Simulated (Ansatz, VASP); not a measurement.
**One calculation of Al, two programs**

Contents of INCAR:

```
SYSTEM = Al
  PREC = Accurate
  ENCUT = 520
  EDIFF = 1E-6
  ISMEAR = -1
  SIGMA = 0.1
  LREAL = .False.
  LASPH = .True.
  NELM = 80
  ALGO = Normal
  ISIF = 2
  LWAVE = .False.
  LCHARG = .False.
  NBANDS = 10
```

KPOINTS

```
Automatic mesh
0
Gamma
  10 10 10
  0 0 0
```

The input POSCAR:

```
Al
1.0
    0.0000000000      3.0517700481      3.0517700481
    3.0517700481      0.0000000000      3.0517700481
    3.0517700481      3.0517700481      0.0000000000
Al
2
Direct
    0.1250000000      0.1250000000      0.1250000000
    0.8750000000      0.8750000000      0.8750000000
```

Input for Ansatz:

```yaml
crystal:
  lattice:
    - [0.0, 3.0517700481, 3.0517700481]
    - [3.0517700481, 0.0, 3.0517700481]
    - [3.0517700481, 3.0517700481, 0.0]
  atoms:
    - { symbol: Al, position: [0.125, 0.125, 0.125] }
    - { symbol: Al, position: [0.875, 0.875, 0.875] }
hamiltonian:
  xc: lda
  pseudopotentials:
    kind: paw
    azcp:
      Al: "pseudopotentials/Al.paw.azcp"
basis:
  ecutwfc: 420
  fft_grid_basis: typed
kpoints:
  mp_grid: { grid: [10, 10, 10], shift: [0, 0, 0] }
magnetization:
  spin_polarized: false
scf:
  occupations: { method: fermi_dirac, width: 0.1 }
  lower_state_search: "off"
output:
  stress: true
```

Alike in both runs: task single point; functional LDA; k mesh 10 × 10 × 10; occupations fermi-dirac, width 0.1 eV; no spin polarisation.

|  | VASP | Ansatz |
| --- | --- | --- |
| version | VASP 6.6.1 | Ansatz 0.2.0 |
| potentials or method | VASP PAW LDA potentials, release 64 (Al) | plane waves (420 eV) with PAW, scalar-relativistic |
| plane-wave cutoff (eV) | 520 | 420 |
| valence electrons in the cell | 6 | 6 |

|  | VASP | Ansatz | Ansatz less VASP |
| --- | --- | --- | --- |
| pressure (GPa) | -2.7 | -2.7 | -0.01 |

Ansatz warned: «pseudo_functional_mismatch».
